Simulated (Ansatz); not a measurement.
Cadmium (omega (AlB2-type)) across density functionals

All rows: Ansatz, plane waves with scalar-relativistic PAW, 420 eV (500 eV for the SCAN forms), relaxed under each functional, no dispersion correction, no zero-point motion. B₀ comes from uniform scaling at fixed shape; a dash is a value not given.

```
functional  V (Å³/atom)                                    cell  B₀ (GPa)     magnetic state  ΔE to hcp (meV/atom)
       PBE        23.66  a = 5.146 Å, c = 3.095 Å (c/a = 0.602)        35  spin not included                    61
    r²SCAN        22.37  a = 5.050 Å, c = 3.038 Å (c/a = 0.602)        47  spin not included                    94
    PBEsol        21.59  a = 4.999 Å, c = 2.993 Å (c/a = 0.599)        53  spin not included                    82
       LDA        20.53  a = 4.926 Å, c = 2.931 Å (c/a = 0.595)        63  spin not included                    93
    revPBE        24.83  a = 5.225 Å, c = 3.151 Å (c/a = 0.603)        27  spin not included                    50
      RPBE        25.34  a = 5.259 Å, c = 3.174 Å (c/a = 0.604)        24  spin not included                    46
```

Problem. What does BLYP give?

Solution. V (Å³/atom): 28.49; cell: a = 5.546 Å, c = 3.208 Å (c/a = 0.578); B₀ (GPa): 11; magnetic state: spin not included; ΔE to hcp (meV/atom): 22.
